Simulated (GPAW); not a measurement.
Runs of GPAW 26.7.0 on WS2 (Tungstenite). Symmetry: P6_3/mmc, No. 194, hexagonal system. The conventional cell has a = 3.180 Å, b = 3.180 Å, c = 12.500 Å, α = 90.00°, β = 90.00°, γ = 120.00°. W (site symmetry -6m2) has 6 S at 2.41 Å as nearest neighbours. S (site symmetry 3m) is surrounded by 3 W at 2.41 Å. 

```tsv
task	level	potentials or basis	cell	data set	optimizer	fmax	max steps	target pressure	gap on the mesh (eV)	pressure (GPa)	V0 of scaled cells (Å³/atom)	B0 (GPa)	largest force (eV/Å)
equation of state	LDA	JTH PAW 2.0, LDA, pw	as given	S jth, W jth	-	-	-	-	-	-	(a)	167	-
relaxation of cell and atoms	PBE+D4	GPAW PAW data sets (gpaw-data 1.2.1), pw	relaxed to 5 GPa	-	LBFGS	0.02 eV/Å	60	5 GPa	0.62	4.9	-	-	0.02
band structure	PBE	GPAW PAW data sets (gpaw-data 1.2.1), newer versions, pw	as given	S v3	-	-	-	-	1.05	2.3	-	-	(b)
relaxation of cell and atoms	RPBE	the program's PAW data sets (release 1.2.1) made for this functional, pw	relaxed	-	LBFGS	0.05 eV/Å	60	-	1.59	0.1	-	-	0.01
equation of state	optB88-vdW	GPAW PAW data sets (gpaw-data 1.2.1), pw	as given	-	-	-	-	-	-	-	18.71	151	-
```

Alike in all rows: no spin polarisation; k mesh 6 × 6 × 2; cutoff (eV) 600; smearing fermi-dirac 0.05 eV; the mesh is coarse, so values aren't converged.

Question: Estimate the missing entries.

Answer: (a) 17.60; (b) 0.14.

Caveats: some runs use coarse meshes; spin-orbit coupling is left out, which moves the levels of the heavy elements (some runs); the cell was scaled at fixed shape and fractional positions, which overstates the stiffness of a crystal with free parameters, most of all of layers and chains (some runs); later steps reuse the first step's grids (some runs); the program truncates these outside data sets (some runs); this functional lacks dispersion, which binds the layers, so the pressure and a relaxed spacing across them are unreliable (some runs); the volume moved by over 15 % at a fixed basis, so the end points are rough (some runs); this functional lacks dispersion, which binds the layers, so the pressure and a relaxed spacing across them are unreliable, and here the layers came unbound (some runs).

A k mesh can miss the band edges, and the runs leave out spin-orbit coupling on W.
